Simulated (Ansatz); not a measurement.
**Ni in Ansatz: the effect of target pressure**

Ni:

```
CELL_PARAMETERS angstrom
0.00000 1.73757 1.73757
1.73757 0.00000 1.73757
1.73757 1.73757 0.00000
ATOMIC_POSITIONS crystal
Ni 0.00000 0.00000 0.00000
```

Alike in all runs:

- Program: Ansatz 0.2.0
- Task: relaxation of cell and atoms
- Functional: PBE
- Potentials or basis: Ansatz PAW
- Cutoff: 420 eV (not typed: the program's choice for these potentials)
- k mesh: 13 × 13 × 13
- Occupations: fermi-dirac, width 0.05 eV
- Spin: collinear spin, ferromagnetic start
- Starting moments: [1.0] μB

Each run relaxes the cell or the atoms first.

```csv
target pressure,relaxed volume (Å³/atom)
0 GPa,10.89
2 GPa,10.78
5 GPa,?
10 GPa,10.41
20 GPa,10.03
30 GPa,9.72
```

**Question.** What does the run with target pressure 5 GPa give?

**Answer.** Relaxed volume 10.63 Å³/atom.

Worked out: In Murnaghan's law V^(-B') rises as a straight line in P. The other rows fit best with B' = 4.8, V0 = 10.89 Å³/atom and B0 = 199 GPa, which gives 10.63 Å³/atom at 5 GPa, against the run's 10.63.

Caveats: the plane-wave basis is chosen anew once the cell has moved, so the energies of steps on either side of that aren't comparable.
